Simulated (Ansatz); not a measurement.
Structure: Si built on the 4H polytype prototype, at its r2SCAN minimum. Around Si lie 4 Si at 2.35 Å; around Si lie 4 Si at 2.35–2.38 Å.

Space group P6_3/mmc (No. 194). a = 3.840 Å, b = 3.840 Å, c = 12.624 Å, α = 90.00°, β = 90.00°, γ = 120.00°
```
atom  site  symmetry       x       y       z
  Si    4e       3m.  0.0000  0.0000  0.9068
  Si    4f       3m.  0.3333  0.6667  0.1559
```

5 runs of the PAW code Ansatz on this cell differ in the functional (and in the settings that go with it). Levels are in eV from each run's valence top; v1 is the last filled band, c1 the first empty one.

Run A, mean stress +1.3 GPa (compression positive):
```tsv
point	v5	v3	v1	c1	c2	c3
Γ	-0.76	-0.17	0.00	1.27	1.74	2.12
M	-2.30	-2.22	-1.31	0.58	0.77	1.09
K	-3.72	-2.64	-1.85	1.76	2.22	2.22
A	-1.21	-0.30	-0.30	1.43	1.43	2.55
L	-2.76	-2.47	-1.66	0.77	0.77	1.94
H	-4.04	-2.70	-2.36	1.28	1.28	3.12
```

Run B, mean stress 0.0 GPa (compression positive):
```tsv
point	v5	v3	v1	c1	c2	c3
Γ	-0.80	-0.17	0.00	1.60	2.06	2.45
M	-2.43	-2.35	-1.39	0.77	0.98	1.36
K	-3.89	-2.78	-1.96	2.04	2.43	2.43
A	-1.29	-0.32	-0.32	1.76	1.76	2.81
L	-2.92	-2.57	-1.76	0.96	0.96	2.21
H	-4.23	-2.83	-2.50	1.48	1.48	3.44
```

Run C, mean stress +0.8 GPa (compression positive):
```tsv
point	v5	v3	v1	c1	c2	c3
Γ	-0.78	-0.16	0.00	1.66	2.14	2.53
M	-2.38	-2.30	-1.35	0.93	1.13	1.46
K	-3.85	-2.73	-1.91	2.16	2.61	2.61
A	-1.26	-0.31	-0.31	1.82	1.82	2.97
L	-2.87	-2.54	-1.72	1.13	1.13	2.34
H	-4.19	-2.79	-2.45	1.65	1.65	3.55
```

Run D, mean stress -2.2 GPa (compression positive):
```tsv
point	v5	v3	v1	c1	c2	c3
Γ	-0.75	-0.17	0.00	1.16	1.64	2.01
M	-2.30	-2.22	-1.30	0.47	0.65	0.98
K	-3.74	-2.65	-1.84	1.68	2.13	2.13
A	-1.21	-0.30	-0.30	1.32	1.32	2.47
L	-2.76	-2.49	-1.66	0.66	0.66	1.84
H	-4.06	-2.71	-2.36	1.18	1.18	3.05
```

Run E, mean stress -0.4 GPa (compression positive):
```tsv
point	v5	v3	v1	c1	c2	c3
Γ	-0.83	-0.16	0.00	2.60	3.10	3.51
M	-2.56	-2.46	-1.46	1.79	2.00	2.36
K	-4.14	-2.91	-2.05	3.10	3.52	3.52
A	-1.35	-0.32	-0.32	2.77	2.77	3.97
L	-3.08	-2.69	-1.85	1.99	1.99	3.28
H	-4.50	-2.98	-2.62	2.53	2.53	4.57
```

Problem. Match the runs to LDA, PBE, r2SCAN, DDH-PBE0, PBE0.

Solution. A is PBE, B is r2SCAN, C is DDH-PBE0, D is LDA, E is PBE0. In order of the gap: LDA 0.46, PBE 0.57, r2SCAN 0.76, DDH-PBE0 0.92, PBE0 1.78 eV. The stress vanishes for r2SCAN, which relaxed the cell.

Spin-unpolarised throughout. Whether this structure exists isn't addressed.

The stress of a hybrid is loosely converged in these runs.

The meshes of the hybrids are coarse, so their gaps aren't converged to the digits shown.
